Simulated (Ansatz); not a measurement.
Crystal: Nb.

```xyz
1
Lattice="-1.6640 1.6640 1.6640 1.6640 -1.6640 1.6640 1.6640 1.6640 -1.6640" Properties=species:S:1:pos:R:3 pbc="T T T"
Nb    0.0000    0.0000    0.0000
```

```yaml
Program: Ansatz 0.2.0
Task: relaxation of cell and atoms
Functional: LDA
Potentials_or_basis: Ansatz PAW
Cutoff: "420 eV (not typed: the program's choice for these potentials)"
k_mesh: 11 × 11 × 11
Occupations: fermi-dirac, width 0.05 eV
Spin: no spin polarisation
```

At the start: volume 18.43 Å³/atom.

**Question.** How do energy, volume and symmetry change on relaxing?

**Answer.** It ends after 5 steps and the volume is 17.19 Å³/atom (-6.7 %); space group Im-3m (No. 229, to 0.05 Å).

Step by step:
| step | energy change (eV) | largest force (eV/Å) | volume (Å³) |
| --- | --- | --- | --- |
| 1 | 0.0000 | 0.0000 | 18.43 |
| 2 | -0.0466 | 0.0000 | 17.29 |
| 3 | -0.0469 | 0.0000 | 17.18 |
| 4 | -0.0469 | 0.0000 | 17.19 |
| 5 | -0.0468 | 0.0000 | 17.19 |

Final structure:
```
Nb
1.0
    -1.62582    1.62582    1.62582
     1.62582   -1.62582    1.62582
     1.62582    1.62582   -1.62582
Nb
1
Direct
  0.00000 0.00000 0.00000
```

Caveat: the plane-wave basis is chosen anew once the cell has moved, so the energies of steps on either side of that aren't comparable; the PAW data sets come from PBE, with cores solved anew for the run's functional, which leaves a small shift of forces and pressure.
